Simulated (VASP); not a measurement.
Set up this calculation in VASP 6.6.1, as the native input.

| Property | Result |
| --- | --- |
| Task | relaxation of cell and atoms |
| Functional | r2SCAN |
| Potentials or basis | VASP PAW PBE potentials, release 64 (Ba_sv, Ti_sv, O) |
| Cutoff | 600 eV |
| k mesh | 8 × 8 × 8 |
| Occupations | gaussian, width 0.03 eV |
| Spin | no spin polarisation |
| Further INCAR settings | ALGO = Normal; EDIFF = 1e-07; IBRION = 2; EDIFFG = -0.005; NSW = 90; ISIF = 3 |

The structure of BaTiO3 lies in POSCAR:

```
BaTiO3                                  
1.0
    4.0074476600      0.0000000000     -0.0000000000
    0.0000000000      4.0074476600     -0.0000000000
   -0.0000000000      0.0000000000      4.0074476600
  Ba              Ti              O             
     1     1     3
Direct
     0.5000000000000000    0.5000000000000000    0.5000000000000000
     0.0000000000000000    0.0000000000000000    0.0000000000000000
     0.5000000000000000    0.0000000000000000    0.0000000000000000
     0.0000000000000000    0.5000000000000000    0.0000000000000000
     0.0000000000000000    0.0000000000000000    0.5000000000000000
```

These files were run (other wordings do the same):

INCAR

```
SYSTEM = BaTiO3
  ALGO = Normal
  EDIFF = 1E-7
  EDIFFG = -0.005
  ENCUT = 600
  IBRION = 2
  ISIF = 3
  ISMEAR = 0
  LASPH = .TRUE.
  LCHARG = .FALSE.
  LMIXTAU = .TRUE.
  LREAL = .FALSE.
  LWAVE = .FALSE.
  METAGGA = R2SCAN
  NELM = 80
  NSW = 90
  PREC = Accurate
  SIGMA = 0.03
```

KPOINTS

```
k-points
0
G
  8 8 8
  0 0 0
```

Potentials or basis: VASP PAW PBE potentials, release 64 (Ba_sv, Ti_sv, O).

The run is started by

```console
$ cat potpaw_PBE.64/Ba_sv/POTCAR potpaw_PBE.64/Ti_sv/POTCAR potpaw_PBE.64/O/POTCAR > POTCAR
$ mpirun -np 1 vasp_std > vasp.out
```

It gave:

```yaml
Pressure_after_relaxing: 0.0 GPa
Band_gap_on_the_k_mesh: 2.13 eV, indirect (least direct gap 2.29 eV)
```

Caveat: the relaxation stopped at its first step, so nothing moved; the PAW data sets were made with another functional, which shifts forces and pressure a little; spin-orbit coupling is left out, which moves the levels of the heavy elements.

Run time: 120 s on 1 thread of Intel(R) Xeon(R) Platinum 8488C (Sapphire Rapids), with other jobs on the host, peak memory 0.23 GiB.
